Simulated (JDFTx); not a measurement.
Rh:

```
CELL_PARAMETERS angstrom
0.00000 1.89785 1.89785
1.89785 0.00000 1.89785
1.89785 1.89785 0.00000
ATOMIC_POSITIONS crystal
Rh 0.00000 0.00000 0.00000
```

```yaml
Program: JDFTx 1.7.0 (patched build)
Task: relaxation of cell and atoms
Functional: BLYP
Potentials_or_basis: SG15-PBE-1.2 with smoothed tails
Cutoff: 1088 eV
Density_cutoff: 4354 eV
k_mesh: 6 × 6 × 6
Occupations: fermi-dirac, width 0.05 eV
Spin: no spin polarisation
```

At the start: pressure 21.8 GPa; volume 13.67 Å³/atom.

Question: Where does the relaxation end?

Answer: Over 7 steps the energy falls by 73.2 meV/atom and the volume is 14.84 Å³/atom (+8.6 %); space group Fm-3m (No. 225, to 0.05 Å).

Step by step:
```csv
step,energy change (eV),largest force (eV/Å),pressure (GPa),volume (Å³)
1,0.0000,0.0000,21.83,13.67
2,-0.0174,0.0000,18.67,13.81
3,-0.0718,0.0000,2.62,14.67
4,-0.0732,0.0000,0.48,14.81
5,-0.0732,0.0000,0.07,14.84
6,-0.0732,0.0000,0.01,14.84
7,-0.0732,0.0000,0.00,14.84
```

Final structure:
```
CELL_PARAMETERS angstrom
0.00000 1.95053 1.95053
1.95053 0.00000 1.95053
1.95053 1.95053 0.00000
ATOMIC_POSITIONS crystal
Rh 0.00000 0.00000 0.00000
```

Caveat: the k mesh is coarse (spacing up to 0.48 Å⁻¹), so the values aren't converged; the plane waves are those of the starting cell, so after so large a change of volume the result is rough; the potentials were made for another functional, which shifts forces and pressure.
